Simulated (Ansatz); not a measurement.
Runs of Ansatz 0.2.0 on MnO. It takes space group Fm-3m (No. 225, cubic). The conventional cell has a = 4.448 Å, b = 4.448 Å, c = 4.448 Å, α = 90.00°, β = 90.00°, γ = 90.00°. Mn (site symmetry m-3m) is surrounded by 6 O at 2.22 Å. O (site symmetry m-3m) has 6 Mn at 2.22 Å as nearest neighbours. The cell is a database's computed one.

| task | level | U | smearing | gap on the mesh (eV) | pressure (GPa) | moment (μB) |
| --- | --- | --- | --- | --- | --- | --- |
| single point | PBE | - | gaussian 0.012 eV | none | (b) | 4.80 |
| density of states | PBEsol+U | Mn d U = 4 eV | fermi-dirac 0.05 eV | none | (a) | 5.00 |
| density of states | PBEsol+U | Mn d U = 6 eV | fermi-dirac 0.05 eV | 0.32 | 5.2 | 5.00 |
| single point | PBE | - | fermi-dirac 0.05 eV | none | 0.1 | 4.79 |
| density of states | PBEsol+U | Mn d U = 8 eV | fermi-dirac 0.05 eV | 0.54 | 7.4 | 5.00 |

Alike in all rows: potentials or basis all-electron LAPW, scalar-relativistic; spin collinear, ferromagnetic start; cell as given; k mesh 10 × 10 × 10; cutoff (eV) 324; basis error allowed 0.001 eV/atom.

Problem. Estimate the missing entries.

Solution. (a) 2.8; (b) 0.2.

Caveats: a cell with one magnetic atom can't hold antiferromagnetic order, which such compounds often take; the magnetic state may not be the lowest (some runs); U is the effective U less J, on atomic orbitals that reach past the spheres (some runs); semilocal functionals often make such compounds metallic where correlation or magnetic order opens a gap, which also shifts bond lengths (some runs).

A k mesh can miss the band edges.

A gap of «none» marks a metal or a gap under the smearing width.

Not every run made on this cell is shown here.
